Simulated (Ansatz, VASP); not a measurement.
BeS in VASP and in Ansatz

The input INCAR:

```
SYSTEM = BeS
PREC = Accurate ; ENCUT = 520
EDIFF = 1E-7 ; ISMEAR = -1
SIGMA = 0.05 ; LREAL = .False.
LASPH = .True. ; NELM = 100
ALGO = Normal ; ISIF = 2
LWAVE = .False. ; LCHARG = .False.
GGA = PS ; NBANDS = 11
```

KPOINTS

```
regular mesh
0
Gamma
  9 9 9
  0 0 0
```

The input POSCAR:

```
BeS
1.0
    0.0000000000      2.4725610944      2.4725610944
    2.4725610944      0.0000000000      2.4725610944
    2.4725610944      2.4725610944      0.0000000000
S Be
1 1
Direct
    0.7500000000      0.7500000000      0.7500000000
    0.0000000000      0.0000000000      0.0000000000
```

input.yaml

```yaml
crystal:
  lattice:
    - [0.0, 2.4725610944, 2.4725610944]
    - [2.4725610944, 0.0, 2.4725610944]
    - [2.4725610944, 2.4725610944, 0.0]
  atoms:
    - { symbol: S, position: [0.75, 0.75, 0.75] }
    - { symbol: Be, position: [0.0, 0.0, 0.0] }
hamiltonian:
  xc: pbesol
  pseudopotentials: { kind: paw }
kpoints:
  mp_grid: { grid: [9, 9, 9] }
scf:
  occupations: { method: fermi_dirac, width: 0.05 }
output:
  forces: true
  stress: true
  eigenvalues: true
```

Change from the starting cell: volume scaled by 1.06.

Alike in both runs: task single point; functional PBEsol; k mesh 9 × 9 × 9; occupations fermi-dirac, width 0.05 eV; no spin polarisation.

```csv
,VASP,Ansatz
version,VASP 6.6.1,Ansatz 0.2.0
potentials or method,"VASP PAW PBE potentials, release 64 (S, Be)",Ansatz PAW
plane-wave cutoff (eV),520,420
valence electrons in the cell,8,8
```

```tsv
	VASP	Ansatz	Ansatz less VASP
gap on the k mesh at the Fermi level (eV)	3.14	3.14	-0.004
least direct gap on the mesh (eV)	5.23	5.23	-0.001
pressure (GPa)	-5.5	-5.6	-0.13
```

Caveats: the PAW data sets were made with another functional, which shifts forces and pressure a little (VASP); an odd mesh through Γ misses points on the zone boundary, where band edges often lie (VASP); odd divisions of the mesh miss points on the zone boundary, where band edges often lie, so the gap on the mesh can be too wide (Ansatz); the PAW data sets come from PBE, with cores solved anew for the run's functional, which leaves a small shift of forces and pressure (Ansatz).
